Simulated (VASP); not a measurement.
Here is a VASP 6.6.1 calculation.

File INCAR:

```
SYSTEM = MgS
PREC = Accurate ; ENCUT = 700
EDIFF = 1E-6 ; ISMEAR = -1
SIGMA = 0.05 ; LREAL = .False.
LASPH = .True. ; NELM = 100
ALGO = Normal ; ISIF = 3
LWAVE = .False. ; LCHARG = .False.
GGA = PE ; IBRION = 2
NSW = 40 ; EDIFFG = 1E-4
```

File KPOINTS:

```
regular mesh
0
Gamma
  9 9 9
  0 0 0
```

The input POSCAR:

```
MgS
1.0
    0.0000000000      2.6016500000      2.6016500000
    2.6016500000      0.0000000000      2.6016500000
    2.6016500000      2.6016500000      0.0000000000
S Mg
1 1
Direct
    0.5000000000      0.5000000000      0.5000000000
    0.0000000000      0.0000000000      0.0000000000
```

Potentials or basis: VASP PAW PBE potentials, release 64 (S, Mg).

The run is started by

```console
$ cat potpaw_PBE.64/S/POTCAR potpaw_PBE.64/Mg/POTCAR > POTCAR
$ mpirun -np 1 vasp_std > vasp.out
```

(1) Predict the space group after relaxing (to 0.05 Å).

(2) Estimate the relaxed cell.

## Answers

(1) Fm-3m (No. 225).

(2) a = 3.694 Å, b = 3.694 Å, c = 3.694 Å, α = 60.00°, β = 60.00°, γ = 60.00°.
